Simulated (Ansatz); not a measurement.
# Niobium, fcc under r²SCAN: from relaxation to bulk modulus, part 2 of 2

The plan for niobium in the fcc structure: relax it, solve it on a dense k-mesh, then scale the cell to 7 volumes from 88 to 112 % of the relaxed one and try a fit of the equation of state. The start is ferromagnetic. The k-meshes are 13×13×13 for the relaxation; 21×21×21 for the dense run; 21×21×21 for the volumes.

Ansatz 0.2.0; DFT, r2SCAN, plane waves (500 eV) with PAW, scalar-relativistic. Earlier steps stand in the parts before.

## (5) At 92 % of the relaxed volume

This is Nb in the fcc structure; at room conditions it is bcc.

Contents of input.yaml:

```yaml
crystal:
  lattice:
    - [0.0, 2.0493653136, 2.0493653136]
    - [2.0493653136, 0.0, 2.0493653136]
    - [2.0493653136, 2.0493653136, 0.0]
  atoms:
    - { symbol: Nb, position: [0.0, 0.0, 0.0], spin: 1.0 }
hamiltonian:
  xc: r2scan
  pseudopotentials:
    kind: paw
    azcp:
      Nb: "pseudopotentials/Nb.paw.azcp"
basis:
  ecutwfc: 500
  fft_grid_basis: typed
kpoints:
  mp_grid: { grid: [21, 21, 21], shift: [0, 0, 0] }
magnetization:
  spin_polarized: true
scf:
  occupations: { method: fermi_dirac, width: 0.05 }
output:
  stress: true
```

The log of the run (excerpt; [...] marks lines left out):

```text
Warning: RAYON_NUM_THREADS=2 ignored (pool sized by the plan → 2); use --threads N
[...]
Pseudopotentials: kind: paw
Pseudopotential: Nb, paw, valence charge 13, recommended cutoff 500 eV (meta_gga), <dir>
Functional definition: r2SCAN
[...]
Crystal: 1 atoms, lattice volume = 17.214 Å³
Basis set: ecut = 500 eV, 411 PW (Γ), exchange–correlation on 96×96×96 points (64 copies of the dense FFT grid, shifted against one another)
Bands: 11, of which v1, the nominal top of the filled ones, is band 7 counted from 1 (6 counted from 0)
Symmetry: 48 space group operations
Space group: Fm-3m (ITA 225), of the structure as read, at distance tolerance 2.6e-5 Å
Magnetic group: BNS 225.116 (UNI 1618), of the structure as read, at distance tolerance 2.6e-5 Å
k-points: 286 of 9261
[...]
Starting moments: Σ|m| = 1 μB on 1 of 1 site
[...]
SCF iter   1: F=—  HF=-4563.462586 eV  |F-HF|=—  |Δ(HF+E_count)|=         —  Δρ=4.68e-2 (↑4.68e-2 ↓2.96e-2)  dr2=1.04e0  dr2_τ=6.43e-3  dr2_m=2.75e-2  M=0.671 μB ∫|m|=0.671 μB  β_m=0.91  ethr=3.10e-3  ⟨swp⟩=5.1  Hψ=36918  notcnv=0
[...]
WARN: the starting moments were not kept: the SCF closed with an absolute magnetisation of 7.4e-6 μB, where they sum to 1 μB in size (1 site). That is at most 0.1 of that sum. Measured as dr2_m measures the in/out step, that magnetisation stands 1.0e-11 eV from none, at or under the [...]
this state was not tested for a lower state beside it, because the mixer in use, unlike msr1, does not test its closes by its own steps (another_mixer; see scf.mixing.algorithm and scf.lower_state_search)
SCF converged after 16 iterations
Magnetization: 0.0000 μB (6.5000 up, 6.5000 down)
Absolute magnetization: 0.0000 μB (∫|ρ↑−ρ↓|, with the PAW one-centre terms)
Spin contamination: 0.0000 ħ² per cell (⟨S²⟩ above its minimum at these occupations)
Per-site moments (μB) at R_I (Å): [(5.707835649260396e-6, 1.195524091059421)]
Free energy (F): -4563.234018 eV
[...]
E sigma→0 (E₀):  -4563.228618 eV
Entropy (-TS):   -0.010801 eV (-10.801 meV/atom)
Fermi energy:    19.134854 eV
[...]
--- Stress (GPa, compression-positive) ---
       16.041535      -0.000000      -0.000000
        0.000000      16.041535      -0.000000
        0.000000      -0.000000      16.041535
  P = ⅓ Tr σ = 16.0415 GPa (160.415 kbar)
```

It took 11 s on 2 threads of an Arm CPU, shared host; peak memory 0.44 GiB.

## (6) At 96 % of the relaxed volume

Changes to input.yaml since step 5:

```diff
@@ -2,5 +2,5 @@
   lattice:
-    - [0.0, 2.0493653136, 2.0493653136]
-    - [2.0493653136, 0.0, 2.0493653136]
-    - [2.0493653136, 2.0493653136, 0.0]
+    - [0.0, 2.0786459169, 2.0786459169]
+    - [2.0786459169, 0.0, 2.0786459169]
+    - [2.0786459169, 2.0786459169, 0.0]
   atoms:
```

The log of the run (excerpt; [...] marks lines left out):

```text
Warning: RAYON_NUM_THREADS=2 ignored (pool sized by the plan → 2); use --threads N
[...]
[... 3 set-up lines as earlier in the session ...]
[...]
Crystal: 1 atoms, lattice volume = 17.963 Å³
Basis set: ecut = 500 eV, 459 PW (Γ), exchange–correlation on 96×96×96 points (64 copies of the dense FFT grid, shifted against one another)
Bands: 11, of which v1, the nominal top of the filled ones, is band 7 counted from 1 (6 counted from 0)
[... 2 set-up lines as earlier in the session ...]
Magnetic group: BNS 225.116 (UNI 1618), of the structure as read, at distance tolerance 2.6e-5 Å
k-points: 286 of 9261
[...]
Starting moments: Σ|m| = 1 μB on 1 of 1 site
[...]
SCF iter   1: F=—  HF=-4563.477056 eV  |F-HF|=—  |Δ(HF+E_count)|=         —  Δρ=4.64e-2 (↑4.64e-2 ↓2.93e-2)  dr2=1.11e0  dr2_τ=7.46e-3  dr2_m=2.62e-2  M=0.681 μB ∫|m|=0.681 μB  β_m=0.94  ethr=3.10e-3  ⟨swp⟩=5.2  Hψ=37260  notcnv=0
[...]
WARN: the starting moments were not kept: the SCF closed with an absolute magnetisation of 4.7e-6 μB, where they sum to 1 μB in size (1 site). That is at most 0.1 of that sum. Measured as dr2_m measures the in/out step, that magnetisation stands 3.8e-12 eV from none, at or under the [...]
this state was not tested for a lower state beside it, because the mixer in use, unlike msr1, does not test its closes by its own steps (another_mixer; see scf.mixing.algorithm and scf.lower_state_search)
SCF converged after 16 iterations
Magnetization: 0.0000 μB (6.5000 up, 6.5000 down)
Absolute magnetization: 0.0000 μB (∫|ρ↑−ρ↓|, with the PAW one-centre terms)
Spin contamination: 0.0000 ħ² per cell (⟨S²⟩ above its minimum at these occupations)
Per-site moments (μB) at R_I (Å): [(3.5176760386090064e-6, 1.2126053144087179)]
Free energy (F): -4563.287760 eV
[...]
E sigma→0 (E₀):  -4563.282471 eV
Entropy (-TS):   -0.010578 eV (-10.578 meV/atom)
Fermi energy:    18.211953 eV
[...]
--- Stress (GPa, compression-positive) ---
        7.223905      -0.000000       0.000000
       -0.000000       7.223905       0.000000
        0.000000       0.000000       7.223905
  P = ⅓ Tr σ = 7.2239 GPa (72.239 kbar)
```

It took 11 s on 2 threads of an Arm CPU, shared host; peak memory 0.45 GiB.

## (7) At 100 % of the relaxed volume

Changes to input.yaml since step 6:

```diff
@@ -2,5 +2,5 @@
   lattice:
-    - [0.0, 2.0786459169, 2.0786459169]
-    - [2.0786459169, 0.0, 2.0786459169]
-    - [2.0786459169, 2.0786459169, 0.0]
+    - [0.0, 2.1071240574, 2.1071240574]
+    - [2.1071240574, 0.0, 2.1071240574]
+    - [2.1071240574, 2.1071240574, 0.0]
   atoms:
```

The log of the run (excerpt; [...] marks lines left out):

```text
Warning: RAYON_NUM_THREADS=2 ignored (pool sized by the plan → 2); use --threads N
[...]
[... 3 set-up lines as earlier in the session ...]
[...]
Crystal: 1 atoms, lattice volume = 18.711 Å³
Basis set: ecut = 500 eV, 531 PW (Γ), exchange–correlation on 96×96×96 points (64 copies of the dense FFT grid, shifted against one another)
Bands: 11, of which v1, the nominal top of the filled ones, is band 7 counted from 1 (6 counted from 0)
[... 2 set-up lines as earlier in the session ...]
Magnetic group: BNS 225.116 (UNI 1618), of the structure as read, at distance tolerance 2.7e-5 Å
k-points: 286 of 9261
[...]
Starting moments: Σ|m| = 1 μB on 1 of 1 site
[...]
SCF iter   1: F=—  HF=-4563.448290 eV  |F-HF|=—  |Δ(HF+E_count)|=         —  Δρ=4.59e-2 (↑4.59e-2 ↓2.92e-2)  dr2=1.18e0  dr2_τ=8.59e-3  dr2_m=2.48e-2  M=0.692 μB ∫|m|=0.692 μB  β_m=0.97  ethr=3.10e-3  ⟨swp⟩=5.2  Hψ=37082  notcnv=0
[...]
WARN: the starting moments were not kept: the SCF closed with an absolute magnetisation of 2.9e-6 μB, where they sum to 1 μB in size (1 site). That is at most 0.1 of that sum. Measured as dr2_m measures the in/out step, that magnetisation stands 1.5e-12 eV from none, at or under the [...]
this state was not tested for a lower state beside it, because the mixer in use, unlike msr1, does not test its closes by its own steps (another_mixer; see scf.mixing.algorithm and scf.lower_state_search)
SCF converged after 17 iterations
Magnetization: 0.0000 μB (6.5000 up, 6.5000 down)
Absolute magnetization: 0.0000 μB (∫|ρ↑−ρ↓|, with the PAW one-centre terms)
Spin contamination: 0.0000 ħ² per cell (⟨S²⟩ above its minimum at these occupations)
Per-site moments (μB) at R_I (Å): [(2.3022911920554927e-6, 1.2292184105758028)]
Free energy (F): -4563.303744 eV
[...]
E sigma→0 (E₀):  -4563.298396 eV
Entropy (-TS):   -0.010695 eV (-10.695 meV/atom)
Fermi energy:    17.360802 eV
[...]
--- Stress (GPa, compression-positive) ---
       -0.159416       0.000000       0.000000
        0.000000      -0.159416      -0.000000
       -0.000000      -0.000000      -0.159416
  P = ⅓ Tr σ = -0.1594 GPa (-1.594 kbar)
```

Run time: 12 s. Hardware: 2 threads of an Arm CPU, shared host; peak memory 0.45 GiB.

## (8) At 104 % of the relaxed volume

Changes to input.yaml since step 7:

```diff
@@ -2,5 +2,5 @@
   lattice:
-    - [0.0, 2.1071240574, 2.1071240574]
-    - [2.1071240574, 0.0, 2.1071240574]
-    - [2.1071240574, 2.1071240574, 0.0]
+    - [0.0, 2.1348525537, 2.1348525537]
+    - [2.1348525537, 0.0, 2.1348525537]
+    - [2.1348525537, 2.1348525537, 0.0]
   atoms:
```

The log of the run (excerpt; [...] marks lines left out):

```text
Warning: RAYON_NUM_THREADS=2 ignored (pool sized by the plan → 2); use --threads N
[...]
[... 3 set-up lines as earlier in the session ...]
[...]
Crystal: 1 atoms, lattice volume = 19.460 Å³
Basis set: ecut = 500 eV, 531 PW (Γ), exchange–correlation on 96×96×96 points (64 copies of the dense FFT grid, shifted against one another)
Bands: 11, of which v1, the nominal top of the filled ones, is band 7 counted from 1 (6 counted from 0)
[... 2 set-up lines as earlier in the session ...]
Magnetic group: BNS 225.116 (UNI 1618), of the structure as read, at distance tolerance 2.7e-5 Å
k-points: 286 of 9261
[...]
Starting moments: Σ|m| = 1 μB on 1 of 1 site
[...]
SCF iter   1: F=—  HF=-4563.385322 eV  |F-HF|=—  |Δ(HF+E_count)|=         —  Δρ=4.53e-2 (↑4.53e-2 ↓2.90e-2)  dr2=1.25e0  dr2_τ=9.74e-3  dr2_m=2.32e-2  M=0.706 μB ∫|m|=0.706 μB  β_m=1.00  ethr=3.10e-3  ⟨swp⟩=5.3  Hψ=37022  notcnv=0
[...]
WARN: the starting moments were not kept: the SCF closed with an absolute magnetisation of 6.8e-6 μB, where they sum to 1 μB in size (1 site). That is at most 0.1 of that sum. Measured as dr2_m measures the in/out step, that magnetisation stands 7.1e-12 eV from none, at or under the [...]
this state was not tested for a lower state beside it, because the mixer in use, unlike msr1, does not test its closes by its own steps (another_mixer; see scf.mixing.algorithm and scf.lower_state_search)
SCF converged after 16 iterations
Magnetization: -0.0000 μB (6.5000 up, 6.5000 down)
Absolute magnetization: 0.0000 μB (∫|ρ↑−ρ↓|)
Spin contamination: 0.0000 ħ² per cell (⟨S²⟩ above its minimum at these occupations)
Per-site moments (μB) at R_I (Å): [(-4.780332737192984e-6, 1.2453941919826177)]
Free energy (F): -4563.288178 eV
[...]
E sigma→0 (E₀):  -4563.282613 eV
Entropy (-TS):   -0.011129 eV (-11.129 meV/atom)
Fermi energy:    16.574178 eV
[...]
--- Stress (GPa, compression-positive) ---
       -6.318216       0.000000       0.000000
        0.000000      -6.318216      -0.000000
       -0.000000       0.000000      -6.318216
  P = ⅓ Tr σ = -6.3182 GPa (-63.182 kbar)
```

It took 11 s on 2 threads of an Arm CPU, shared host; peak memory 0.46 GiB.

## (9) At 108 % of the relaxed volume

Changes to input.yaml since step 8:

```diff
@@ -2,5 +2,5 @@
   lattice:
-    - [0.0, 2.1348525537, 2.1348525537]
-    - [2.1348525537, 0.0, 2.1348525537]
-    - [2.1348525537, 2.1348525537, 0.0]
+    - [0.0, 2.1618788728, 2.1618788728]
+    - [2.1618788728, 0.0, 2.1618788728]
+    - [2.1618788728, 2.1618788728, 0.0]
   atoms:
```

The log of the run (excerpt; [...] marks lines left out):

```text
Warning: RAYON_NUM_THREADS=2 ignored (pool sized by the plan → 2); use --threads N
[...]
[... 3 set-up lines as earlier in the session ...]
[...]
Crystal: 1 atoms, lattice volume = 20.208 Å³
Basis set: ecut = 500 eV, 531 PW (Γ), exchange–correlation on 96×96×96 points (64 copies of the dense FFT grid, shifted against one another)
Bands: 11, of which v1, the nominal top of the filled ones, is band 7 counted from 1 (6 counted from 0)
[... 2 set-up lines as earlier in the session ...]
Magnetic group: BNS 225.116 (UNI 1618), of the structure as read, at distance tolerance 2.7e-5 Å
k-points: 286 of 9261
[...]
Starting moments: Σ|m| = 1 μB on 1 of 1 site
[...]
SCF iter   1: F=—  HF=-4563.295186 eV  |F-HF|=—  |Δ(HF+E_count)|=         —  Δρ=4.47e-2 (↑4.47e-2 ↓2.88e-2)  dr2=1.31e0  dr2_τ=1.09e-2  dr2_m=2.15e-2  M=0.721 μB ∫|m|=0.721 μB  β_m=1.00  ethr=3.10e-3  ⟨swp⟩=5.4  Hψ=37170  notcnv=0
[...]
WARN: the starting moments were not kept: the SCF closed with an absolute magnetisation of 7.1e-6 μB, where they sum to 1 μB in size (1 site). That is at most 0.1 of that sum. Measured as dr2_m measures the in/out step, that magnetisation stands 7.5e-12 eV from none, at or under the [...]
this state was not tested for a lower state beside it, because the mixer in use, unlike msr1, does not test its closes by its own steps (another_mixer; see scf.mixing.algorithm and scf.lower_state_search)
SCF converged after 16 iterations
Magnetization: -0.0000 μB (6.5000 up, 6.5000 down)
Absolute magnetization: 0.0000 μB (∫|ρ↑−ρ↓|)
Spin contamination: 0.0000 ħ² per cell (⟨S²⟩ above its minimum at these occupations)
Per-site moments (μB) at R_I (Å): [(-5.075726235922716e-6, 1.261160349125168)]
Free energy (F): -4563.246336 eV
[...]
E sigma→0 (E₀):  -4563.240501 eV
Entropy (-TS):   -0.011671 eV (-11.671 meV/atom)
Fermi energy:    15.844482 eV
[...]
--- Stress (GPa, compression-positive) ---
      -11.436378       0.000000       0.000000
       -0.000000     -11.436378      -0.000000
        0.000000      -0.000000     -11.436378
  P = ⅓ Tr σ = -11.4364 GPa (-114.364 kbar)
```

Wall time 11 s (2 threads of an Arm CPU, shared host); peak memory 0.46 GiB.

## (10) At 112 % of the relaxed volume

Changes to input.yaml since step 9:

```diff
@@ -2,5 +2,5 @@
   lattice:
-    - [0.0, 2.1618788728, 2.1618788728]
-    - [2.1618788728, 0.0, 2.1618788728]
-    - [2.1618788728, 2.1618788728, 0.0]
+    - [0.0, 2.1882458479, 2.1882458479]
+    - [2.1882458479, 0.0, 2.1882458479]
+    - [2.1882458479, 2.1882458479, 0.0]
   atoms:
```

The log of the run (excerpt; [...] marks lines left out):

```text
Warning: RAYON_NUM_THREADS=2 ignored (pool sized by the plan → 2); use --threads N
[...]
[... 3 set-up lines as earlier in the session ...]
[...]
Crystal: 1 atoms, lattice volume = 20.956 Å³
Basis set: ecut = 500 eV, 531 PW (Γ), exchange–correlation on 96×96×96 points (64 copies of the dense FFT grid, shifted against one another)
Bands: 11, of which v1, the nominal top of the filled ones, is band 7 counted from 1 (6 counted from 0)
[... 1 set-up line as earlier in the session ...]
Space group: Fm-3m (ITA 225), of the structure as read, at distance tolerance 2.8e-5 Å
Magnetic group: BNS 225.116 (UNI 1618), of the structure as read, at distance tolerance 2.8e-5 Å
k-points: 286 of 9261
[...]
Starting moments: Σ|m| = 1 μB on 1 of 1 site
[...]
SCF iter   1: F=—  HF=-4563.183401 eV  |F-HF|=—  |Δ(HF+E_count)|=         —  Δρ=4.41e-2 (↑4.41e-2 ↓2.87e-2)  dr2=1.38e0  dr2_τ=1.21e-2  dr2_m=1.99e-2  M=0.737 μB ∫|m|=0.737 μB  β_m=1.00  ethr=3.10e-3  ⟨swp⟩=5.3  Hψ=37092  notcnv=0
[...]
WARN: the starting moments were not kept: the SCF closed with an absolute magnetisation of 6.5e-7 μB, where they sum to 1 μB in size (1 site). That is at most 0.1 of that sum. Measured as dr2_m measures the in/out step, that magnetisation stands 6.2e-14 eV from none, at or under the [...]
this state was not tested for a lower state beside it, because the mixer in use, unlike msr1, does not test its closes by its own steps (another_mixer; see scf.mixing.algorithm and scf.lower_state_search)
SCF converged after 17 iterations
Magnetization: -0.0000 μB (6.5000 up, 6.5000 down)
Absolute magnetization: 0.0000 μB (∫|ρ↑−ρ↓|, with the PAW one-centre terms)
Spin contamination: 0.0000 ħ² per cell (⟨S²⟩ above its minimum at these occupations)
Per-site moments (μB) at R_I (Å): [(-8.5751042926767e-9, 1.2765418693115524)]
Free energy (F): -4563.182694 eV
[...]
E sigma→0 (E₀):  -4563.176612 eV
Entropy (-TS):   -0.012163 eV (-12.163 meV/atom)
Fermi energy:    15.165174 eV
[...]
--- Stress (GPa, compression-positive) ---
      -15.678011      -0.000000      -0.000000
       -0.000000     -15.678011       0.000000
       -0.000000      -0.000000     -15.678011
  P = ⅓ Tr σ = -15.6780 GPa (-156.780 kbar)
```

Wall time 11 s (2 threads of an Arm CPU, shared host); peak memory 0.47 GiB.

## (11) Energy and pressure against volume

The cell was scaled evenly, with its shape and the fractional positions fixed.

| V (Å³/atom) | E − E₀ (meV/atom) | P from the stress (GPa) | P from the fit (GPa) |
| --- | --- | --- | --- |
| 16.466 | 168.5 | 26.53 | 26.68 |
| 17.214 | 69.7 | 16.04 | 16.04 |
| 17.963 | 15.8 | 7.22 | 7.20 |
| 18.711 | -0.1 | -0.16 | -0.18 |
| 19.460 | 15.7 | -6.32 | -6.34 |
| 20.208 | 57.8 | -11.44 | -11.49 |
| 20.956 | 121.7 | -15.68 | -15.81 |

Fit (Birch-Murnaghan, third order): V₀ = 18.691 Å³/atom, B₀ = 169 GPa, B₀′ = 3.5, largest residual 0.13 meV/atom.

## (12) Outcome

What follows sums up all 2 parts.

```
                      quantity                         value
space group (spins left aside)               Fm-3m (No. 225)
             conventional cell                   a = 4.214 Å
                        volume                18.711 Å³/atom
             shortest distance                       2.980 Å
               gap on the mesh  none (levels filled in part)
                magnetic state                  non-magnetic
               relative to bcc                 +332 meV/atom
                   V₀, B₀, B₀′  18.691 Å³/atom, 169 GPa, 3.5
```

From the guessed start the volume grew by 4.1 % in 5 steps. Against the reference form of niobium (bcc, computed apart with the same settings) it stands 332 meV/atom higher, so it is far from stable. The moments die out: the run ends non-magnetic. No gap shows: it is a metal or semimetal at this level. B₀ comes out at 169 GPa. Relaxation kept the symmetry; phonons were not checked.
